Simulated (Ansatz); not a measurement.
**Relaxing Mg in the bcc type**

First guess:

```xyz
1
Lattice="-1.7464 1.7464 1.7464 1.7464 -1.7464 1.7464 1.7464 1.7464 -1.7464" Properties=species:S:1:pos:R:3 pbc="T T T"
Mg    0.0000    0.0000    0.0000
```

Computed with DFT, PBE, PAW with Ansatz's default frozen-core files, scalar-relativistic (Ansatz 0.2.0).

Cell and atoms relax within the symmetry of the start on a 13×13×13 k mesh with 0.05 eV Fermi–Dirac smearing.

The start is built from a prototype, known or not as a phase of this compound; the cutoff is 420 eV.

Q: What is the pressure of the first guess?

A: 3.11 GPa.

Q: What does it relax to?

A: a = 3.584 Å, b = 3.584 Å, c = 3.584 Å, α = 90.00°, β = 90.00°, γ = 90.00° (conventional cell), 23.01 Å³ per atom:
```
CELL_PARAMETERS angstrom
-1.79186 1.79186 1.79186
1.79186 -1.79186 1.79186
1.79186 1.79186 -1.79186
ATOMIC_POSITIONS crystal
Mg 0.00000 0.00000 0.00000
```

Q: How much energy does the relaxation release?

A: 16 meV/atom.
